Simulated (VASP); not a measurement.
SiC₃ (strained ordered alloy on diamond lattice): a r²SCAN single-point calculation in VASP

INCAR

```
ALGO = Normal
NBANDS = 16
ENCUT = 520
ISMEAR = 0
LREAL = .FALSE.
NSW = 0
ISIF = 2
LASPH = .TRUE.
IBRION = -1
METAGGA = R2SCAN
EDIFF = 1E-7
LWAVE = .FALSE.
NELM = 120
PREC = Accurate
SIGMA = 0.01
LCHARG = .FALSE.
```

KPOINTS

```
KPOINTS created by Atomic Simulation Environment
0
Gamma
10 10 10
0 0 0
```

KPOINTS_OPT

```
special points
9
Reciprocal
0.0000000000 0.0000000000 0.0000000000 1
-0.5000000000 -0.5000000000 -0.5000000000 1
-0.5000000000 -0.1870802521 -0.8129197479 1
-0.1870802521 0.1870802521 -0.5000000000 1
0.0000000000 0.0000000000 -0.5000000000 1
0.0000000000 0.3435401260 -0.3435401260 1
-0.3435401260 0.0000000000 -0.6564598740 1
-0.5000000000 0.0000000000 -0.5000000000 1
0.1000000000 -0.5000000000 -0.5000000000 1
```

POSCAR

```
C  Si
 1.0000000000000000
     1.4387886198946001    0.8306849970031174    4.6550861549000002
    -1.4387886198946001    0.8306849970031174    4.6550861549000002
     0.0000000000000000   -1.6613699940062354    4.6550861549000002
 C   Si
   3   1
Cartesian
  1.4387886198945998  0.8306849970031169  4.7664882233418338
 -0.0000000000000000 -0.0000000000000003  6.8365847026714519
  0.0000000000000001 -0.0000000000000003  5.2972643265726633
 -0.0000000000000001 -0.0000000000000005 12.1939512141425208
```

VASP ran with the recommended PBE PAW datasets (16 valence electrons in the cell).

Command

```
mpirun -np 1 vasp_std
```

OSZICAR

```
N       E                     dE             d eps       ncg     rms          rms(c)
DAV:   1     0.147861816811E+02    0.14786E+02   -0.77815E+03  3712   0.955E+02
DAV:   2    -0.398078263426E+02   -0.54594E+02   -0.49404E+02  5256   0.167E+02
DAV:   3    -0.419300422675E+02   -0.21222E+01   -0.21120E+01  4656   0.297E+01
DAV:   4    -0.419425339023E+02   -0.12492E-01   -0.12489E-01  4744   0.277E+00
DAV:   5    -0.419426453531E+02   -0.11145E-03   -0.11145E-03  4648   0.244E-01    0.110E+01
DAV:   6    -0.366936345736E+02    0.52490E+01   -0.26284E+00  4808   0.134E+01    0.613E+00
DAV:   7    -0.366670385074E+02    0.26596E-01   -0.10575E+00  4992   0.721E+00    0.311E+00
DAV:   8    -0.366636769835E+02    0.33615E-02   -0.61268E-02  4744   0.207E+00    0.428E-01
DAV:   9    -0.366628685456E+02    0.80844E-03   -0.95252E-03  5048   0.829E-01    0.176E-01
DAV:  10    -0.366629803152E+02   -0.11177E-03   -0.11882E-03  4920   0.258E-01    0.822E-02
DAV:  11    -0.366629910467E+02   -0.10731E-04   -0.91548E-05  4720   0.813E-02    0.197E-02
DAV:  12    -0.366629875869E+02    0.34598E-05   -0.10071E-05  4936   0.268E-02    0.602E-03
DAV:  13    -0.366629861689E+02    0.14180E-05   -0.11969E-06  5312   0.107E-02    0.194E-03
DAV:  14    -0.366629863109E+02   -0.14198E-06   -0.27117E-07  3792   0.409E-03    0.134E-03
DAV:  15    -0.366629863194E+02   -0.85261E-08   -0.33227E-08  1880   0.152E-03
   1 F= -.36662986E+02 E0= -.36662986E+02  d E =-.174569E-24
       N       E                     dE             ncg
DAV:   1     0.297258554981E+04   -0.48314E+04      288
DAV:   2     0.247191719684E+04   -0.50067E+03      400
DAV:   3     0.245507605632E+04   -0.16841E+02      368
DAV:   4     0.245498858915E+04   -0.87467E-01      376
DAV:   5     0.245498786139E+04   -0.72776E-03      360
DAV:   6     0.245498785226E+04   -0.91253E-05      400
DAV:   7     0.245498785212E+04   -0.13534E-06      360
DAV:   8     0.245498785212E+04   -0.30550E-08      328
```

From OUTCAR

```
k-points           NKPTS =    116   k-points in BZ     NKDIM =    116   number of bands    NBANDS=     16

   NELECT =      16.0000    total number of electrons

   dimension x,y,z NGX =    40 NGY =   40 NGZ =   40
   dimension x,y,z NGXF=    80 NGYF=   80 NGZF=   80

  energy-cutoff  :      520.00
  volume of cell :       33.38
      direct lattice vectors                 reciprocal lattice vectors
     1.438788620  0.830684997  4.655086155     0.347514564  0.200637627  0.071606265
    -1.438788620  0.830684997  4.655086155    -0.347514564  0.200637627  0.071606265
     0.000000000 -1.661369994  4.655086155     0.000000000 -0.401275254  0.071606265

 k-points in reciprocal lattice and weights: KPOINTS created by Atomic Simulation Env
   0.00000000  0.00000000  0.00000000       0.001
   0.10000000 -0.00000000  0.00000000       0.006
   0.20000000 -0.00000000  0.00000000       0.006
   0.30000000 -0.00000000  0.00000000       0.006
   0.40000000  0.00000000  0.00000000       0.006
   0.50000000 -0.00000000  0.00000000       0.003
   0.10000000  0.10000000  0.00000000       0.006
   0.20000000  0.10000000  0.00000000       0.012
   ...

 E-fermi :   8.6676

 k-point     1 :       0.0000    0.0000    0.0000
  band No.  band energies     occupation
      1     -10.4679      2.00000
      2      -5.5356      2.00000
      3      -2.8431      2.00000
      4       5.7185      2.00000
      5       5.7185      2.00000
      6       7.7506      2.00000
      7       8.6000      2.00000
      8       8.6000      2.00000
      9      12.1580      0.00000
     10      13.5432      0.00000
     11      13.5432      0.00000
     12      14.2620      0.00000
     13      17.2445      0.00000
     14      17.4695      0.00000
     15      17.4695      0.00000
     16      22.3036      0.00000

 k-point     2 :       0.1000   -0.0000    0.0000
  band No.  band energies     occupation
      1     -10.2669      2.00000
      2      -5.3983      2.00000
      3      -2.6334      2.00000
      4       4.7092      2.00000
      5       5.4533      2.00000
      6       7.3569      2.00000
      7       7.8077      2.00000
      8       8.2237      2.00000
      9      12.7516      0.00000
     10      13.7456      0.00000
     11      14.1013      0.00000
     12      14.4709      0.00000
     13      16.8320      0.00000
     14      18.0089      0.00000
     15      18.0369      0.00000
     16      22.7372      0.00000

 k-point     3 :       0.2000   -0.0000    0.0000
  band No.  band energies     occupation
      1      -9.6724      2.00000
      2      -4.9977      2.00000
      3      -2.0648      2.00000
      4       2.7039      2.00000
      5       4.8539      2.00000
      6       5.5477      2.00000
      7       6.9293      2.00000
      8       7.4481      2.00000
      9      12.7052      0.00000
     10      14.1162      0.00000
     11      15.3503      0.00000
     12      15.5268      0.00000
     13      16.5484      0.00000
     14      19.0192      0.00000
     15      19.3671      0.00000
     16      22.1141      0.00000

 k-point     4 :       0.3000   -0.0000    0.0000
  band No.  band energies     occupation
      1      -8.7158      2.00000
      2      -4.4244      2.00000
      3      -1.4975      2.00000
      4       1.0040      2.00000
      5       3.4131      2.00000
      6       4.2411      2.00000
      7       5.8101      2.00000
      8       6.7107      2.00000
      9      12.3556      0.00000
     10      13.7173      0.00000
     11      16.3412      0.00000
     12      16.6485      0.00000
     13      17.1313      0.00000
     14      19.2694      0.00000
     15      20.4539      0.00000
     16      21.6415      0.00000

 k-point     5 :       0.4000    0.0000    0.0000
  band No.  band energies     occupation
      1      -7.5006      2.00000
      2      -4.2154      2.00000
      3      -1.7124      2.00000
      4       1.0443      2.00000
      5       1.6068      2.00000
      6       3.8147      2.00000
      7       4.4636      2.00000
      8       6.2154      2.00000
      9      12.1115      0.00000
     10      13.3391      0.00000
     11      15.9220      0.00000
     12      17.5738      0.00000
     13      17.8711      0.00000
     14      19.4018      0.00000
     15      20.6213      0.00000
     16      21.5682      0.00000

 k-point     6 :       0.5000   -0.0000    0.0000
  band No.  band energies     occupation
      1      -6.6372      2.00000
      2      -4.7336      2.00000
      3      -1.5407      2.00000
      4       0.4578      2.00000
      5       1.9673      2.00000
      6       3.5092      2.00000
      7       3.6642      2.00000
      8       6.0431      2.00000
      9      12.0404      0.00000
     10      13.1674      0.00000
     11      15.6852      0.00000
     12      17.9140      0.00000
     13      18.3559      0.00000
     14      19.0313      0.00000
     15      20.5362      0.00000
     16      21.7237      0.00000

 k-point     7 :       0.1000    0.1000    0.0000
  band No.  band energies     occupation
      1     -10.2507      2.00000
      2      -5.5156      2.00000
      3      -2.4867      2.00000
      4       4.7750      2.00000
      5       5.3891      2.00000
      6       7.1494      2.00000
      7       7.7896      2.00000
      8       8.3823      2.00000
      9      12.6863      0.00000
     10      13.9392      0.00000
     11      13.9950      0.00000
     12      14.4791      0.00000
     13      16.7345      0.00000
     14      18.0849      0.00000
     15      18.1061      0.00000
     16      22.6160      0.00000

 k-point     8 :       0.2000    0.1000    0.0000
  band No.  band energies     occupation
      1      -9.8376      2.00000
      2      -5.3314      2.00000
      3      -1.9870      2.00000
      4       3.4298      2.00000
      5       4.7621      2.00000
      6       6.0956      2.00000
      7       6.9264      2.00000
      8       7.8491      2.00000
      9      13.3466      0.00000
     10      13.6415      0.00000
     11      14.7817      0.00000
     12      15.3563      0.00000
     13      16.7334      0.00000
     14      18.1847      0.00000
     15      19.4606      0.00000
     16      22.1037      0.00000

 k-point     9 :       0.3000    0.1000   -0.0000
  band No.  band energies     occupation
      1      -9.0470      2.00000
      2      -4.8712      2.00000
      3      -1.3400      2.00000
      4       1.7093      2.00000
      5       3.8003      2.00000
      6       4.6799      2.00000
      7       5.6554      2.00000
      8       7.0175      2.00000
      9      13.1133      0.00000
     10      14.2437      0.00000
     11      15.3548      0.00000
     12      16.3812      0.00000
     13      17.2884      0.00000
     14      18.7113      0.00000
     15      20.0925      0.00000
     16      21.2113      0.00000

 k-point    10 :       0.4000    0.1000    0.0000
  band No.  band energies     occupation
      1      -7.9381      2.00000
      2      -4.3431      2.00000
      3      -1.4245      2.00000
      4       1.0872      2.00000
      5       2.4823      2.00000
      6       3.5044      2.00000
      7       4.6330      2.00000
      8       6.0913      2.00000
      9      12.8591      0.00000
     10      14.1145      0.00000
     11      15.9585      0.00000
     12      16.7389      0.00000
     13      17.8437      0.00000
     14      19.1522      0.00000
     15      20.1354      0.00000
     16      21.7416      0.00000

 k-point    11 :       0.5000    0.1000    0.0000
  band No.  band energies     occupation
      1      -6.7617      2.00000
      2      -4.4938      2.00000
      3      -1.6664      2.00000
      4       0.9238      2.00000
      5       1.7469      2.00000
      6       3.2435      2.00000
      7       3.6454      2.00000
      8       5.5437      2.00000
      9      12.7726      0.00000
     10      13.9849      0.00000
     11      15.5408      0.00000
     12      17.1834      0.00000
     13      18.3535      0.00000
     14      19.5140      0.00000
     15      19.7556      0.00000
     16      22.3899      0.00000

 k-point    12 :      -0.4000    0.1000   -0.0000
  band No.  band energies     occupation
      1      -6.8466      2.00000
      2      -4.2970      2.00000
      3      -1.5826      2.00000
      4       0.7193      2.00000
      5       1.4547      2.00000
      6       3.1081      2.00000
      7       3.9492      2.00000
      8       5.6933      2.00000
      9      12.8011      0.00000
     10      14.0224      0.00000
     11      15.6075      0.00000
     12      17.1547      0.00000
     13      18.5033      0.00000
     14      19.2458      0.00000
     15      19.7382      0.00000
     16      22.4218      0.00000

 ...

  Total       -2.1899236     -2.1899236      0.0286407      0.0000000     -0.0000000      0.0000000
  in kB     -105.1059289   -105.1059289      1.3746166      0.0000000     -0.0000000      0.0000000
  external PRESSURE =     -69.6124137 kB  Pullay stress =       0.0000000 kB

 POSITION                                       TOTAL-FORCE (eV/Angst)
 -----------------------------------------------------------------------------------
      0.00000     -0.00000      0.11140         0.000000      0.000000     -0.032390
      0.00000     -0.00000      6.83658         0.000000     -0.000000      0.076275
      0.00000     -0.00000      5.29726         0.000000      0.000000     -0.027003
      0.00000     -0.00000     12.19395         0.000000      0.000000     -0.016882
 -----------------------------------------------------------------------------------
    total drift:                               -0.000000     -0.000000      0.000234

  FREE ENERGIE OF THE ION-ELECTRON SYSTEM (eV)
  ---------------------------------------------------
  free  energy   TOTEN  =       -36.6629863194 eV

  energy  without entropy=      -36.6629863194  energy(sigma->0) =      -36.66298632
```

The gap between bands v and c is 2.03 eV. The least direct gap is 3.56 eV and the pressure is -7.0 GPa. The largest force is 0.08 eV/Å.

Band v is the last that the valence electrons fill when counted band by band, and c is the next.

The run took about 10 min on one core of a shared host (Intel Xeon Platinum 8488C) and held 0.3 GiB at most.
